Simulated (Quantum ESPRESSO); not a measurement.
Crystal: BN.

```xyz
2
Lattice="0.0000 1.8130 1.8130 1.8130 0.0000 1.8130 1.8130 1.8130 0.0000" Properties=species:S:1:pos:R:3 pbc="T T T"
N     0.9065    0.9065    0.9065
B     0.0000    0.0000    0.0000
```

The cell is a database's computed one.

| Quantity | Value |
| --- | --- |
| Program | Quantum ESPRESSO 7.5 |
| Task | phonons |
| Functional | PBE |
| Potentials or basis | PseudoDojo 0.4.1 SR PBE standard |
| Cutoff | 1143 eV |
| Density cutoff | 4572 eV |
| k mesh | 8 × 8 × 8, shifted |
| Occupations | fermi-dirac, width 0.05 eV |
| Spin | no spin polarisation |
| Mixing beta | 0.5 |
| Most SCF iterations | 120 |
| SCF threshold | 4e-10 Ry |

The first run showed a gap, so the response started from a second, tighter run with fixed occupations.

**Question.** How polar is the lattice: what are the Born charges, the two dielectric constants and the LO-TO splitting?

**Answer.** Born charges ±1.91 e; dielectric constants 4.55 (electrons alone) and 6.90 (static); transverse and longitudinal modes at 1026 and 1264 cm⁻¹.
